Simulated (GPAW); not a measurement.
# TiSi2 (Fddd) in GPAW: settings compared

One crystal, TiSi2, is run at these levels: RPBE, revPBE; tasks: relaxation of cell and atoms.

All numbers are computed with GPAW 26.7.0; they aren't measurements. Logs are shortened: lines on timing, memory, paths and dates and some standing lists are left out, and cuts for length are marked. The log counts tension as positive stress, the text compression.

## (1) The crystal as given

Symmetry: Fddd, No. 70, orthorhombic system. The conventional cell has a = 4.779 Å, b = 8.235 Å, c = 8.526 Å, α = 90.00°, β = 90.00°, γ = 90.00°. Around Ti (site symmetry 222) lie 10 Si at 2.55 to 2.78 Å. Si (site symmetry 2) is surrounded by 5 Si at 2.52 to 2.79 Å and 5 Ti at 2.55 to 2.78 Å.

The cell is a database's computed one.

## (2) Relaxation of cell and atoms, RPBE

The input, run.py:

```python
from ase.filters import FrechetCellFilter
from ase.io import read, write
from ase.optimize import BFGS
from gpaw import GPAW, PW

atoms = read('POSCAR')

calc = GPAW(mode=PW(600),
            xc='RPBE',
            kpts={'size': (5, 5, 5), 'gamma': True},
            occupations={'name': 'fermi-dirac', 'width': 0.05},
            nbands=38,
            convergence={'density': 1e-05, 'forces': 0.0001},
            maxiter=150,
            txt='gpaw.txt')
atoms.calc = calc
opt = BFGS(FrechetCellFilter(atoms), trajectory='relax.traj', logfile='-')
done = opt.run(fmax=0.02, steps=60)
calc.write('gs.gpw')
write('result.traj', atoms)
print('Converged:', done)
print('Cell:', atoms.cell.cellpar().round(4))
print('Volume:', round(atoms.get_volume(), 4))
print(atoms.get_scaled_positions().round(5))
```

The input, POSCAR:

```
TiSi2
1.0
    0.0000000000      4.1175163063      4.2628978354
    2.3895119538      0.0000000000      4.2628978354
    2.3895119538      4.1175163063      0.0000000000
Ti Si
2 4
Direct
    0.7500000000      0.7500000000      0.7500000000
    0.5000000000      0.5000000000      0.5000000000
    0.4125656100      0.0874343900      0.4125656100
    0.0874343900      0.4125656100      0.0874343900
    0.1625656100      0.8374343900      0.1625656100
    0.8374343900      0.1625656100      0.8374343900
```

Potentials or basis: the program's PAW data sets (release 1.2.1) made for this functional, pw.

Run with:

```sh
OMP_NUM_THREADS=1 python run.py
```

gpaw.txt:

```text
__  _  _
 | _ |_)|_||  |
 |__||  | ||/\| - 26.7.0

Input parameters:
  mode=PW(ecut=600.0),
  convergence={'density': 1e-05, 'forces': 0.0001},
  kpts=MonkhorstPack(size=(5, 5, 5), gamma=True),
  maxiter=150,
  nbands=38,
  occupations=Occupations(name='fermi-dirac', width=0.05),
  xc=XC(name='RPBE')

Diagonalizing LCAO Hamiltonian
Converting LCAO to pw mode

                Ti

              Si

            Ti
           Si

         Si
       Si

Atoms  # Å, Bohr magnetons
|   | symbol |        x |        y |        z |    initial magnetic moments |
|---|--------|----------|----------|----------|-----------------------------|
| 0 |     Ti | 3.584268 | 6.176274 | 6.394347 | ( 0.0000,  0.0000,  0.0000) |
| 1 |     Ti | 2.389512 | 4.117516 | 4.262898 | ( 0.0000,  0.0000,  0.0000) |
| 2 |     Si | 1.194756 | 3.397491 | 2.131449 | ( 0.0000,  0.0000,  0.0000) |
| 3 |     Si | 1.194756 | 0.720025 | 2.131449 | ( 0.0000,  0.0000,  0.0000) |
| 4 |     Si | 2.389512 | 1.338733 | 4.262898 | ( 0.0000,  0.0000,  0.0000) |
| 5 |     Si | 2.389512 | 6.896300 | 4.262898 | ( 0.0000,  0.0000,  0.0000) |
[... 456 lines left out ...]
No gap
No difference between direct/indirect transitions

Stress tensor  # eV/Ang^3
|         x |         y |         z |
|-----------|-----------|-----------|
| -0.025776 | -0.000000 | -0.000000 |
| -0.000000 | -0.020315 |  0.000000 |
| -0.000000 |  0.000000 | -0.039158 |

Forces  # eV/Ang
|        x |        y |       z |
|----------|----------|---------|
|  0.00000 |  0.00000 | 0.00000 |  # Ti   0
| -0.00000 | -0.00000 | 0.00000 |  # Ti   1
| -0.00000 | -0.04799 | 0.00000 |  # Si   2
|  0.00000 |  0.04799 | 0.00000 |  # Si   3
|  0.00000 | -0.04798 | 0.00000 |  # Si   4
| -0.00000 |  0.04798 | 0.00000 |  # Si   5

Interpolating wave functions to new cell

                Ti

              Si

            Ti
           Si

         Si
       Si
[... 199 lines left out ...]
|         13 |         5.779 |     2.000 |
|         14 |         5.803 |     2.000 |
|         15 |         6.962 |     2.000 |
|         16 |         7.237 |     2.000 |
|         17 |         7.418 |     2.000 |
|         18 |         7.705 |     2.000 |
[... 8 lines left out ...]
|         27 |        13.112 |     0.000 |
|         28 |        13.127 |     0.000 |
|        ... |               |           |
|         37 |        20.389 |     0.000 |

No gap
No difference between direct/indirect transitions

Stress tensor  # eV/Ang^3
|        x |         y |         z |
|----------|-----------|-----------|
| 0.000639 |  0.000000 |  0.000000 |
| 0.000000 | -0.002843 |  0.000000 |
| 0.000000 |  0.000000 | -0.001080 |

Forces  # eV/Ang
|        x |        y |       z |
|----------|----------|---------|
|  0.00000 |  0.00000 | 0.00000 |  # Ti   0
| -0.00000 | -0.00000 | 0.00000 |  # Ti   1
|  0.00000 | -0.03114 | 0.00000 |  # Si   2
| -0.00000 |  0.03114 | 0.00000 |  # Si   3
|  0.00000 | -0.03115 | 0.00000 |  # Si   4
| -0.00000 |  0.03115 | 0.00000 |  # Si   5

Interpolating wave functions to new cell

                Ti

              Si

            Ti
           Si

         Si
       Si

Atoms  # Å, Bohr magnetons
|   | symbol |        x |        y |        z |    initial magnetic moments |
|---|--------|----------|----------|----------|-----------------------------|
| 0 |     Ti | 3.620170 | 6.225641 | 6.492348 | ( 0.0000,  0.0000,  0.0000) |
| 1 |     Ti | 2.413447 | 4.150428 | 4.328232 | ( 0.0000,  0.0000,  0.0000) |
| 2 |     Si | 1.206723 | 3.416201 | 2.164116 | ( 0.0000,  0.0000,  0.0000) |
| 3 |     Si | 1.206723 | 0.734226 | 2.164116 | ( 0.0000,  0.0000,  0.0000) |
| 4 |     Si | 2.413447 | 1.340989 | 4.328232 | ( 0.0000,  0.0000,  0.0000) |
| 5 |     Si | 2.413447 | 6.959866 | 4.328232 | ( 0.0000,  0.0000,  0.0000) |

Unit cell  # Å
| periodic |        x |         y |         z |  lengths |    angles |
|----------|----------|-----------|-----------|----------|-----------|
|      yes | 0.000000 |  4.150428 |  4.328232 | 5.996636 | 75.829252 |
|      yes | 2.413447 | -0.000000 |  4.328232 | 4.955635 | 53.250159 |
|      yes | 2.413447 |  4.150428 | -0.000000 | 4.801122 | 50.920589 |

Number of symmetries: 4
Symmetry operations  # r_c * U_cc + t_c -> r_c
|   | kind |            matrix            |
|---|------|------------------------------|
| 0 |  E   |  1, 0, 0,  0, 1, 0,  0, 0, 1 |
| 1 |  C2  |  0, 1,-1,  1, 0,-1,  0, 0,-1 |
| 2 |  C2  |  0,-1, 1,  0,-1, 0,  1,-1, 0 |
| 3 |  C2  | -1, 0, 0, -1, 0, 1, -1, 1, 0 |

BZ-sampling:
  Number of BZ points: 125
  Number of IBZ points: 27

  Monkhorst-Pack size: [5, 5, 5]
  Monkhorst-Pack shift: [0, 0, 0]
[... 461 lines left out ...]
Atoms  # Å, Bohr magnetons
|   | symbol |        x |        y |        z |    initial magnetic moments |
|---|--------|----------|----------|----------|-----------------------------|
| 0 |     Ti | 3.620026 | 6.230989 | 6.495720 | ( 0.0000,  0.0000,  0.0000) |
| 1 |     Ti | 2.413351 | 4.153992 | 4.330480 | ( 0.0000,  0.0000,  0.0000) |
| 2 |     Si | 1.206675 | 3.415685 | 2.165240 | ( 0.0000,  0.0000,  0.0000) |
| 3 |     Si | 1.206675 | 0.738307 | 2.165240 | ( 0.0000,  0.0000,  0.0000) |
| 4 |     Si | 2.413351 | 1.338689 | 4.330480 | ( 0.0000,  0.0000,  0.0000) |
| 5 |     Si | 2.413351 | 6.969296 | 4.330480 | ( 0.0000,  0.0000,  0.0000) |

Unit cell  # Å
| periodic |         x |        y |         z |  lengths |    angles |
|----------|-----------|----------|-----------|----------|-----------|
|      yes | -0.000000 | 4.153992 |  4.330480 | 6.000726 | 75.845130 |
|      yes |  2.413351 | 0.000000 |  4.330480 | 4.957552 | 53.232888 |
|      yes |  2.413351 | 4.153992 | -0.000000 | 4.804156 | 50.921983 |

Number of symmetries: 4
Symmetry operations  # r_c * U_cc + t_c -> r_c
|   | kind |            matrix            |
|---|------|------------------------------|
| 0 |  E   |  1, 0, 0,  0, 1, 0,  0, 0, 1 |
| 1 |  C2  |  0, 1,-1,  1, 0,-1,  0, 0,-1 |
| 2 |  C2  |  0,-1, 1,  0,-1, 0,  1,-1, 0 |
| 3 |  C2  | -1, 0, 0, -1, 0, 1, -1, 1, 0 |

BZ-sampling:
  Number of BZ points: 125
  Number of IBZ points: 27

  Monkhorst-Pack size: [5, 5, 5]
  Monkhorst-Pack shift: [0, 0, 0]
[... 164 lines left out ...]
|         13 |         5.758 |     2.000 |
|         14 |         5.789 |     2.000 |
|         15 |         6.945 |     2.000 |
|         16 |         7.205 |     2.000 |
|         17 |         7.378 |     2.000 |
|         18 |         7.673 |     2.000 |
[... 8 lines left out ...]
|         27 |        13.071 |     0.000 |
|         28 |        13.075 |     0.000 |
|        ... |               |           |
|         37 |        20.322 |     0.000 |

No gap
No difference between direct/indirect transitions

Stress tensor  # eV/Ang^3
|        x |         y |         z |
|----------|-----------|-----------|
| 0.002262 |  0.000000 |  0.000000 |
| 0.000000 | -0.000508 | -0.000000 |
| 0.000000 | -0.000000 |  0.001423 |

Forces  # eV/Ang
|        x |        y |        z |
|----------|----------|----------|
| -0.00000 |  0.00000 |  0.00000 |  # Ti   0
|  0.00000 |  0.00000 |  0.00000 |  # Ti   1
|  0.00000 | -0.00991 |  0.00000 |  # Si   2
| -0.00000 |  0.00991 | -0.00000 |  # Si   3
| -0.00000 | -0.00991 |  0.00000 |  # Si   4
|  0.00000 |  0.00991 |  0.00000 |  # Si   5

Interpolating wave functions to new cell

                Ti

              Si
[... 7 lines left out ...]
Atoms  # Å, Bohr magnetons
|   | symbol |        x |        y |        z |    initial magnetic moments |
|---|--------|----------|----------|----------|-----------------------------|
| 0 |     Ti | 3.618667 | 6.232924 | 6.494748 | ( 0.0000,  0.0000,  0.0000) |
| 1 |     Ti | 2.412445 | 4.155283 | 4.329832 | ( 0.0000,  0.0000,  0.0000) |
| 2 |     Si | 1.206222 | 3.414823 | 2.164916 | ( 0.0000,  0.0000,  0.0000) |
| 3 |     Si | 1.206222 | 0.740460 | 2.164916 | ( 0.0000,  0.0000,  0.0000) |
| 4 |     Si | 2.412445 | 1.337181 | 4.329832 | ( 0.0000,  0.0000,  0.0000) |
| 5 |     Si | 2.412445 | 6.973384 | 4.329832 | ( 0.0000,  0.0000,  0.0000) |

Unit cell  # Å
| periodic |        x |        y |         z |  lengths |    angles |
|----------|----------|----------|-----------|----------|-----------|
|      yes | 0.000000 | 4.155283 |  4.329832 | 6.001152 | 75.855029 |
|      yes | 2.412445 | 0.000000 |  4.329832 | 4.956545 | 53.215213 |
|      yes | 2.412445 | 4.155283 | -0.000000 | 4.804817 | 50.929758 |

Number of symmetries: 4
Symmetry operations  # r_c * U_cc + t_c -> r_c
|   | kind |            matrix            |
|---|------|------------------------------|
| 0 |  E   |  1, 0, 0,  0, 1, 0,  0, 0, 1 |
| 1 |  C2  |  0, 1,-1,  1, 0,-1,  0, 0,-1 |
| 2 |  C2  |  0,-1, 1,  0,-1, 0,  1,-1, 0 |
| 3 |  C2  | -1, 0, 0, -1, 0, 1, -1, 1, 0 |

BZ-sampling:
  Number of BZ points: 125
  Number of IBZ points: 27

  Monkhorst-Pack size: [5, 5, 5]
  Monkhorst-Pack shift: [0, 0, 0]
[... 215 lines left out ...]
Atoms  # Å, Bohr magnetons
|   | symbol |        x |        y |        z |    initial magnetic moments |
|---|--------|----------|----------|----------|-----------------------------|
| 0 |     Ti | 3.617484 | 6.233081 | 6.492999 | ( 0.0000,  0.0000,  0.0000) |
| 1 |     Ti | 2.411656 | 4.155388 | 4.328666 | ( 0.0000,  0.0000,  0.0000) |
| 2 |     Si | 1.205828 | 3.414323 | 2.164333 | ( 0.0000,  0.0000,  0.0000) |
| 3 |     Si | 1.205828 | 0.741065 | 2.164333 | ( 0.0000,  0.0000,  0.0000) |
| 4 |     Si | 2.411656 | 1.336628 | 4.328666 | ( 0.0000,  0.0000,  0.0000) |
| 5 |     Si | 2.411656 | 6.974147 | 4.328666 | ( 0.0000,  0.0000,  0.0000) |

Unit cell  # Å
| periodic |        x |        y |         z |  lengths |    angles |
|----------|----------|----------|-----------|----------|-----------|
|      yes | 0.000000 | 4.155388 |  4.328666 | 6.000383 | 75.859468 |
|      yes | 2.411656 | 0.000000 |  4.328666 | 4.955142 | 53.204840 |
|      yes | 2.411656 | 4.155388 | -0.000000 | 4.804511 | 50.935692 |

Number of symmetries: 4
Symmetry operations  # r_c * U_cc + t_c -> r_c
|   | kind |            matrix            |
|---|------|------------------------------|
| 0 |  E   |  1, 0, 0,  0, 1, 0,  0, 0, 1 |
| 1 |  C2  |  0, 1,-1,  1, 0,-1,  0, 0,-1 |
| 2 |  C2  |  0,-1, 1,  0,-1, 0,  1,-1, 0 |
| 3 |  C2  | -1, 0, 0, -1, 0, 1, -1, 1, 0 |

BZ-sampling:
  Number of BZ points: 125
  Number of IBZ points: 27

  Monkhorst-Pack size: [5, 5, 5]
  Monkhorst-Pack shift: [0, 0, 0]
[... 119 lines left out ...]
convergence criteria:
- Maximum integral of absolute [dens]ity change: 1e-05 electrons / valence electron
- Maximum change in the atomic [forces] across last 2 cycles: 0.0001 eV/Ang OR
Maximum error relative to the maximum force is below inf
- Maximum [total energy] change in last 3 cyles: 0.0005 eV / valence electron
- Maximum integral of absolute [eigenst]ate change: 4e-08 eV^2 / valence electron
maximum number of iterations: 150

SCF iterations
|iter     | |      energy | eigst |  dens |force |
|---------|-|-------------|-------|-------|------|
|iter:   1| |  -36.008793 | -3.97 |       |      |
|iter:   2| |  -36.008750 | -6.26 | -3.16 |      |
|iter:   3| |  -36.008664c| -5.89 | -3.23 |      |
|iter:   4| |  -36.008658c| -6.75 | -3.63 |      |
|iter:   5| |  -36.008653c| -7.26 | -3.98 |      |
|iter:   6| |  -36.008653c| -7.50c| -4.50 |      |
|iter:   7| |  -36.008653c| -7.66c| -5.02c|      |
|iter:   8| |  -36.008653c| -8.15c| -4.91 |      |
|iter:   9| |  -36.008653c| -8.75c| -5.52c|-3.84 |
|iter:  10| |  -36.008653c| -9.37c| -6.25c|-4.84c|

Converged in 10 steps
Energy contributions relative to reference atoms: (reference = -78016.531378)

Energy contributions:
  Kinetic:          32.725259
  Coulomb:         -26.695031
  Zero:             -0.056708
  External:          0.000000
  Xc:              -41.971662
  Entropy:          -0.021022
  Spinorbit:         0.000000
  ----------------------------
  Free energy:     -36.019164
  Extrapolated:    -36.008653

dipole moment: (-4.900225, -8.443299, -8.795382)  # |e|*Ang
[... 29 lines left out ...]
Stress tensor  # eV/Ang^3
|         x |         y |         z |
|-----------|-----------|-----------|
|  0.000919 | -0.000000 |  0.000000 |
| -0.000000 | -0.000262 |  0.000000 |
|  0.000000 |  0.000000 | -0.000101 |

Forces  # eV/Ang
|        x |        y |        z |
|----------|----------|----------|
|  0.00000 |  0.00000 | -0.00000 |  # Ti   0
|  0.00000 |  0.00000 |  0.00000 |  # Ti   1
|  0.00000 |  0.00467 | -0.00000 |  # Si   2
| -0.00000 | -0.00467 |  0.00000 |  # Si   3
|  0.00000 |  0.00467 | -0.00000 |  # Si   4
| -0.00000 | -0.00467 |  0.00000 |  # Si   5

# Writing to gs.gpw (mode='')
```

Run time: 13 min. Hardware: 1 thread of Arm Neoverse V1, shared host; peak memory 0.34 GiB.

Results:

* Free energy: -36.0192 eV
* Relaxed volume: 14.46 Å³/atom
* Relaxed cell: a = 6.000 Å, b = 4.955 Å, c = 4.805 Å, α = 75.86°, β = 53.20°, γ = 50.94°
* Space group after relaxing (to 0.05 Å): Fddd (No. 70)
* Energy gained by relaxing: 9.2 meV/atom
* Ionic steps: 8
* Pressure after relaxing: 0.0 GPa
* Largest force after relaxing: 0.005 eV/Å
* Band gap on the k mesh: none (metal or under the smearing width)

Forces in eV/Å, atoms in the order of the input:
```
Ti   0.000  0.000  0.000
Ti   0.000  0.000  0.000
Si   0.000  0.005  0.000
Si   0.000 -0.005  0.000
Si   0.000  0.005  0.000
Si   0.000 -0.005  0.000
```

Stress tensor (GPa, compression positive):
```
-0.15  0.00  0.00
 0.00  0.04  0.00
 0.00  0.00  0.02
```

The path:
| step | energy change (eV) | largest force (eV/Å) | pressure (GPa) | volume (Å³) |
| --- | --- | --- | --- | --- |
| 1 | 0.0000 | 0.0500 | 5.07 | 83.88 |
| 2 | -0.0093 | 0.0480 | 4.55 | 84.15 |
| 3 | -0.0537 | 0.0311 | 0.18 | 86.59 |
| 4 | -0.0541 | 0.0280 | -0.01 | 86.71 |
| 5 | -0.0543 | 0.0232 | -0.09 | 86.77 |
| 6 | -0.0548 | 0.0099 | -0.17 | 86.83 |
| 7 | -0.0550 | 0.0010 | -0.12 | 86.81 |
| 8 | -0.0549 | 0.0047 | -0.03 | 86.76 |

Final structure:
```xyz
6
Lattice="0.0000 4.1554 4.3287 2.4117 0.0000 4.3287 2.4117 4.1554 0.0000" Properties=species:S:1:pos:R:3 pbc="T T T"
Ti    3.6175    6.2331    6.4930
Ti    2.4117    4.1554    4.3287
Si    1.2058    3.4143    2.1643
Si    1.2058    0.7411    2.1643
Si    2.4117    1.3366    4.3287
Si    2.4117    6.9741    4.3287
```

Levels at points of the mesh, in eV from the Fermi level:
| k point | band 18 | band 19 | band 20 | band 21 | band 22 | band 23 |
| --- | --- | --- | --- | --- | --- | --- |
| (0.00, 0.00, 0.00) | -2.01 | -1.71 | -1.21 | -0.82 | 2.08 | 3.08 |

Caveat: later steps reuse the first step's grids.

[end of part 1 of 2]
